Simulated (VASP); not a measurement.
# MnS (Fm-3m) in VASP: a series of runs

Runs on MnS. Level: LDA. Tasks: equation of state.

Program: VASP 6.6.1. These are calculated values, not measurements. Logs are shortened: lines on timing, memory, paths and dates and some standing lists are left out, and cuts for length are marked.

### 1 The structure

It takes space group Fm-3m (No. 225, cubic). The conventional cell has a = 4.740 Å, b = 4.740 Å, c = 4.740 Å, α = 90.00°, β = 90.00°, γ = 90.00°. Mn (site symmetry m-3m) is surrounded by 6 S at 2.37 Å. Around S (site symmetry m-3m) lie 6 Mn at 2.37 Å.

### 2 Equation of state, LDA, collinear spin, ferromagnetic start, 12.78 Å³/atom (a relaxed cell with its volume scaled by 0.96)

Input file INCAR:

```
SYSTEM = MnS
PREC = Accurate
ENCUT = 520
EDIFF = 1E-6
ISMEAR = -1
SIGMA = 0.05
LREAL = .False.
LASPH = .True.
NELM = 120
ALGO = Normal
ISIF = 2
LWAVE = .False.
LCHARG = .False.
ISPIN = 2
MAGMOM = 4 0
LORBIT = 11
LMAXMIX = 4
GGA = CA
```

Input file KPOINTS:

```
regular mesh
0
Gamma
  8 8 8
  0 0 0
```

Input file POSCAR:

```
MnS                                     
1.0
   -0.0000000000      2.3380921345      2.3380921345
    2.3380921345     -0.0000000000      2.3380921345
    2.3380921345      2.3380921345      0.0000000000
  Mn              S             
     1     1
Direct
     1.0000000000000000    0.0000000000000000    0.0000000000000000
     0.5000000000000000    0.5000000000000000    0.5000000000000000
```

Potentials or basis: VASP PAW LDA potentials, release 64 (Mn_pv, S).

Run with:

```bash
cat potpaw_LDA.64/Mn_pv/POTCAR potpaw_LDA.64/S/POTCAR > POTCAR
mpirun -np 1 vasp_std > vasp.out
```

OUTCAR:

```text
SYSTEM = MnS
   PREC = Accurate
   ENCUT = 520
   EDIFF = 1E-6
   ISMEAR = -1
   LREAL = .False.
   LASPH = .True.
   NELM = 120
   ISIF = 2
   ISPIN = 2
   LORBIT = 11
   GGA = CA

 ion  position               nearest neighbor table
   1  0.000  0.000  0.000-   2 2.34   2 2.34   2 2.34   2 2.34   2 2.34   2 2.34
   2  0.500  0.500  0.500-   1 2.34   1 2.34   1 2.34   1 2.34   1 2.34   1 2.34

  LATTYP: Found a face centered cubic cell.
 ALAT       =     4.6761842690

  Lattice vectors:

 A1 = (   0.0000000000,   2.3380921345,   2.3380921345)
 A2 = (   2.3380921345,   0.0000000000,   2.3380921345)
 A3 = (   2.3380921345,   2.3380921345,   0.0000000000)

Analysis of symmetry for initial positions (statically):
=====================================================================
 Subroutine PRICEL returns:
 Original cell was already a primitive cell.

 Routine SETGRP: Setting up the symmetry group for a
 face centered cubic supercell.

 Subroutine GETGRP returns: Found 48 space group operations
 (whereof 48 operations were pure point group operations)
 out of a pool of 48 trial point group operations.

The static configuration has the point symmetry O_h .

Analysis of symmetry for dynamics (positions and initial velocities):
=====================================================================
 Subroutine PRICEL returns:
 Original cell was already a primitive cell.

 Routine SETGRP: Setting up the symmetry group for a
 face centered cubic supercell.

 Subroutine GETGRP returns: Found 48 space group operations
 (whereof 48 operations were pure point group operations)
 out of a pool of 48 trial point group operations.

The dynamic configuration has the point symmetry O_h .

Analysis of structural, dynamic, and magnetic symmetry:
=====================================================================
 Subroutine PRICEL returns:
 Original cell was already a primitive cell.

 Routine SETGRP: Setting up the symmetry group for a
 face centered cubic supercell.

 Subroutine GETGRP returns: Found 48 space group operations
 (whereof 48 operations were pure point group operations)
 out of a pool of 48 trial point group operations.

The overall configuration has the point symmetry O_h .

 Subroutine INISYM returns: Found 48 space group operations
 (whereof 48 operations are pure point group operations),
 and found     1 'primitive' translations

----------------------------------------------------------------------------------------

                                     Primitive cell

  volume of cell :      25.5632

  direct lattice vectors                    reciprocal lattice vectors
[... 132 lines left out ...]
  free energy    TOTEN  =       -15.37245483 eV

  energy without entropy =      -15.36385701  energy(sigma->0) =      -15.36815592

 E-fermi :  10.2699     XC(G=0): -12.6379

 val. band max:       10.2373494379   @ k =  -0.2500   0.1250   0.0000
 cond. band min:      10.3051118952   @ k =   0.3750   0.3750   0.0000
 fundamental gap:      0.0677624573
 Fermi energy:        10.2698947364

 spin component 1

 k-point     1 :       0.0000    0.0000    0.0000
  band No.  band energies     occupation
      1     -38.8959      1.00000
      2     -38.8959      1.00000
      3     -38.8959      1.00000
      4      -6.4861      1.00000
      5       7.2238      1.00000
      6       7.2238      1.00000
      7       7.2238      1.00000
      8       7.4107      1.00000
      9       7.4107      1.00000
     10       8.3502      1.00000
     11       8.3502      1.00000
     12       8.3502      1.00000
     13      15.3604      0.00000
     14      20.1845      0.00000
[... 403 lines left out ...]
      4      -3.9753      1.00000
      5       2.0254      1.00000
      6       4.0141      1.00000
      7       4.6609      1.00000
      8       8.2920      1.00000
      9       8.3549      1.00000
     10       8.8219      1.00000
     11      10.5323      0.00523
     12      10.8760      0.00001
     13      15.7785      0.00000
     14      16.5176      0.00000
     15      19.0309      0.00000

 [... further k-points ...]

 spin component 2

 k-point     1 :       0.0000    0.0000    0.0000
  band No.  band energies     occupation
      1     -36.1698      1.00000
      2     -36.1698      1.00000
      3     -36.1698      1.00000
      4      -6.2397      1.00000
      5       8.5443      1.00000
      6       8.5443      1.00000
      7       8.5443      1.00000
      8       9.2582      1.00000
      9       9.2582      1.00000
     10       9.2582      1.00000
     11       9.3597      1.00000
     12       9.3597      1.00000
     13      15.8201      0.00000
     14      21.1106      0.00000
[... 403 lines left out ...]
      4      -3.7620      1.00000
      5       2.4659      1.00000
      6       4.6243      1.00000
      7       5.4413      1.00000
      8      10.5504      0.00364
      9      10.6575      0.00043
     10      11.1472      0.00000
     11      12.3970      0.00000
     12      12.5156      0.00000
     13      16.2451      0.00000
     14      17.3961      0.00000
     15      19.5714      0.00000

 [... further k-points ...]
[... 5 lines left out ...]
  --------------------------------------------------------------------------------------
  -------------------------------------------------------------------------------------
  Total        0.7749366      0.7749366      0.7749366      0.0000000     -0.0000000      0.0000000
  in kB       48.5693057     48.5693057     48.5693057      0.0000000     -0.0000000      0.0000000
  external PRESSURE =      48.5693057 kB  Pullay stress =       0.0000000 kB

 VOLUME and BASIS-vectors are now :
 -----------------------------------------------------------------------------
  energy-cutoff  :      520.00
  volume of cell :       25.56
      direct lattice vectors                 reciprocal lattice vectors
     0.000000000  2.338092135  2.338092135    -0.213849571  0.213849571  0.213849571
     2.338092135  0.000000000  2.338092135     0.213849571 -0.213849571  0.213849571
     2.338092135  2.338092135  0.000000000     0.213849571  0.213849571 -0.213849571

 POSITION                                       TOTAL-FORCE (eV/Angst)
 -----------------------------------------------------------------------------------
      0.00000      0.00000      0.00000        -0.000000     -0.000000      0.000000
      2.33809      2.33809      2.33809         0.000000      0.000000     -0.000000
 -----------------------------------------------------------------------------------
    total drift:                               -0.000000      0.000000      0.000000

  FREE ENERGIE OF THE ION-ELECTRON SYSTEM (eV)
  ---------------------------------------------------
  free  energy   TOTEN  =       -15.3724548335 eV

  energy  without entropy=      -15.3638570125  energy(sigma->0) =      -15.36815592

 total charge

# of ion       s       p       d       tot
------------------------------------------
    1        0.292   6.278   5.235  11.805
    2        1.319   2.435   0.000   3.753
--------------------------------------------------
tot          1.610   8.712   5.235  15.558

 magnetization (x)

# of ion       s       p       d       tot
------------------------------------------
    1        0.049   0.031   2.743   2.823
    2        0.014   0.032   0.000   0.046
--------------------------------------------------
tot          0.063   0.063   2.743   2.869
```

OSZICAR:

```text
N       E                     dE             d eps       ncg     rms          rms(c)
DAV:   1     0.145623832305E+03    0.14562E+03   -0.10777E+04  1740   0.142E+03
DAV:   2    -0.103231856064E+02   -0.15595E+03   -0.14962E+03  1915   0.360E+02
DAV:   3    -0.163919228744E+02   -0.60687E+01   -0.59940E+01  2041   0.773E+01
DAV:   4    -0.164658184529E+02   -0.73896E-01   -0.73851E-01  2139   0.877E+00
DAV:   5    -0.164670639327E+02   -0.12455E-02   -0.12454E-02  2111   0.116E+00    0.172E+01
DAV:   6    -0.158843174578E+02    0.58275E+00   -0.94259E+00  1832   0.451E+01    0.112E+01
DAV:   7    -0.153922687439E+02    0.49205E+00   -0.25312E+00  1785   0.260E+01    0.642E+00
DAV:   8    -0.153751396019E+02    0.17129E-01   -0.85671E-02  1873   0.296E+00    0.335E+00
DAV:   9    -0.153724219262E+02    0.27177E-02   -0.93926E-03  2135   0.122E+00    0.495E-01
DAV:  10    -0.153724383687E+02   -0.16443E-04   -0.24977E-03  1859   0.605E-01    0.193E-01
DAV:  11    -0.153724485656E+02   -0.10197E-04   -0.23231E-04  2242   0.195E-01    0.885E-02
DAV:  12    -0.153724543634E+02   -0.57979E-05   -0.21635E-05  1922   0.485E-02    0.321E-02
DAV:  13    -0.153724548335E+02   -0.47010E-06   -0.20814E-06  1564   0.185E-02
   1 F= -.15372455E+02 E0= -.15368156E+02  d E =-.859782E-02  mag=     3.0241
```

stdout:

```text
POSCAR found type information on POSCAR MnS
 POSCAR found :  2 types and       2 ions
 scaLAPACK will be used
 LDA part: xc-table for (Slater(with rela. corr.)+CA(PZ))
 , standard interpolation
 POSCAR, INCAR and KPOINTS ok, starting setup
 FFT: planning ... GRIDC
 FFT: planning ... GRID_SOFT
 FFT: planning ... GRID
 WAVECAR not read
 entering main loop
```

It took 24 s on 1 thread of Intel Xeon Platinum 8488C (Sapphire Rapids), shared host; peak memory 0.15 GiB.

What came out:

```
Free energy                                           : -15.3725 eV
Pressure                                              : 4.9 GPa
Band gap on the k mesh                                : none (metal or under the smearing width)
Net moment                                            : 3.02 μB per cell
Site moments                                          : Mn +2.82; S +0.05 μB
Valence electrons inside the program's atomic spheres : Mn 11.80; S 3.75
```

Caveat: a cell with one magnetic atom can't hold antiferromagnetic order, which such compounds often take; semilocal functionals often make such compounds metallic where correlation or magnetic order opens a gap, which also shifts bond lengths.

### 3 Equation of state, LDA, collinear spin, ferromagnetic start, 13.05 Å³/atom (a relaxed cell with its volume scaled by 0.98)

INCAR is that of step 2.

KPOINTS is that of step 2.

Input file POSCAR:

```
MnS                                     
1.0
   -0.0000000000      2.3542174174      2.3542174174
    2.3542174174     -0.0000000000      2.3542174174
    2.3542174174      2.3542174174      0.0000000000
  Mn              S             
     1     1
Direct
     1.0000000000000000    0.0000000000000000    0.0000000000000000
     0.5000000000000000    0.5000000000000000    0.5000000000000000
```

Potentials or basis: VASP PAW LDA potentials, release 64 (Mn_pv, S).

Run with:

```bash
cat potpaw_LDA.64/Mn_pv/POTCAR potpaw_LDA.64/S/POTCAR > POTCAR
mpirun -np 1 vasp_std > vasp.out
```

Wall time 22 s (1 thread of Intel Xeon Platinum 8488C (Sapphire Rapids), shared host); peak memory 0.15 GiB.

Results (log left out):

```
Free energy                                           : -15.3842 eV
Pressure                                              : 1.9 GPa
Band gap on the k mesh                                : none (metal or under the smearing width)
Net moment                                            : 3.06 μB per cell
Site moments                                          : Mn +2.87; S +0.04 μB
Valence electrons inside the program's atomic spheres : Mn 11.77; S 3.74
```

Caveat: a cell with one magnetic atom can't hold antiferromagnetic order, which such compounds often take; semilocal functionals often make such compounds metallic where correlation or magnetic order opens a gap, which also shifts bond lengths.

### 4 Equation of state, LDA, collinear spin, ferromagnetic start, 13.31 Å³/atom

INCAR is that of step 3.

KPOINTS is that of step 3.

Input file POSCAR:

```
MnS                                     
1.0
   -0.0000000000      2.3701247744      2.3701247744
    2.3701247744     -0.0000000000      2.3701247744
    2.3701247744      2.3701247744      0.0000000000
  Mn              S             
     1     1
Direct
     1.0000000000000000    0.0000000000000000    0.0000000000000000
     0.5000000000000000    0.5000000000000000    0.5000000000000000
```

Run with:

```bash
cat potpaw_LDA.64/Mn_pv/POTCAR potpaw_LDA.64/S/POTCAR > POTCAR
mpirun -np 1 vasp_std > vasp.out
```

It took 28 s on 1 thread of Intel Xeon Platinum 8488C (Sapphire Rapids), shared host; peak memory 0.15 GiB.

The run converged. Its results:

```yaml
Free_energy: -15.3874 eV
Pressure: 0.0 GPa
Band_gap_on_the_k_mesh: none (metal or under the smearing width)
Net_moment: 3.16 μB per cell
Site_moments: Mn +2.96; S +0.04 μB
Valence_electrons_inside_the_program's_atomic_spheres: Mn 11.73; S 3.74
```

Caveat: a cell with one magnetic atom can't hold antiferromagnetic order, which such compounds often take; semilocal functionals often make such compounds metallic where correlation or magnetic order opens a gap, which also shifts bond lengths.

### 5 Equation of state, LDA, collinear spin, ferromagnetic start, 13.58 Å³/atom (a relaxed cell with its volume scaled by 1.02)

INCAR is that of step 4.

KPOINTS is that of step 4.

Input file POSCAR:

```
MnS                                     
1.0
   -0.0000000000      2.3858214224      2.3858214224
    2.3858214224     -0.0000000000      2.3858214224
    2.3858214224      2.3858214224      0.0000000000
  Mn              S             
     1     1
Direct
     1.0000000000000000    0.0000000000000000    0.0000000000000000
     0.5000000000000000    0.5000000000000000    0.5000000000000000
```

Run with:

```bash
cat potpaw_LDA.64/Mn_pv/POTCAR potpaw_LDA.64/S/POTCAR > POTCAR
mpirun -np 1 vasp_std > vasp.out
```

Wall time 27 s (1 thread of Intel Xeon Platinum 8488C (Sapphire Rapids), shared host); peak memory 0.15 GiB.

Results (log left out):

```yaml
Free_energy: -15.3854 eV
Pressure: -1.4 GPa
Band_gap_on_the_k_mesh: none (metal or under the smearing width)
Net_moment: 3.28 μB per cell
Site_moments: Mn +3.08; S +0.03 μB
Valence_electrons_inside_the_program's_atomic_spheres: Mn 11.70; S 3.73
```

Caveat: a cell with one magnetic atom can't hold antiferromagnetic order, which such compounds often take; semilocal functionals often make such compounds metallic where correlation or magnetic order opens a gap, which also shifts bond lengths.

### 6 Equation of state, LDA, collinear spin, ferromagnetic start, 13.85 Å³/atom (a relaxed cell with its volume scaled by 1.04)

INCAR is that of step 5.

KPOINTS is that of step 5.

Input file POSCAR:

```
MnS                                     
1.0
   -0.0000000000      2.4013142034      2.4013142034
    2.4013142034     -0.0000000000      2.4013142034
    2.4013142034      2.4013142034      0.0000000000
  Mn              S             
     1     1
Direct
     1.0000000000000000    0.0000000000000000    0.0000000000000000
     0.5000000000000000    0.5000000000000000    0.5000000000000000
```

Potentials or basis: VASP PAW LDA potentials, release 64 (Mn_pv, S).

Run with:

```bash
cat potpaw_LDA.64/Mn_pv/POTCAR potpaw_LDA.64/S/POTCAR > POTCAR
mpirun -np 1 vasp_std > vasp.out
```

It took 26 s on 1 thread of Intel Xeon Platinum 8488C (Sapphire Rapids), shared host; peak memory 0.15 GiB.

Results (log left out):

```yaml
Free_energy: -15.3791 eV
Pressure: -2.8 GPa
Band_gap_on_the_k_mesh: none (metal or under the smearing width)
Net_moment: 3.39 μB per cell
Site_moments: Mn +3.17; S +0.03 μB
Valence_electrons_inside_the_program's_atomic_spheres: Mn 11.67; S 3.73
```

Caveat: a cell with one magnetic atom can't hold antiferromagnetic order, which such compounds often take; semilocal functionals often make such compounds metallic where correlation or magnetic order opens a gap, which also shifts bond lengths.

### 7 Equation of state, LDA, collinear spin, ferromagnetic start

No new run: the results of the series are fitted here.

Results:

```yaml
Equilibrium_volume: "13.33 Å³/atom (rough: see the caveat)"
Bulk_modulus: 85 GPa (rough)
```

Energy against volume, from the lowest point:
| volume (Å³/atom) | energy (meV/atom) |
| --- | --- |
| 12.782 | 7.45 |
| 13.048 | 1.59 |
| 13.314 | 0.00 |
| 13.580 | 0.96 |
| 13.847 | 4.14 |

Caveat: the fit is doubtful: noisy points or a state that changes with volume.
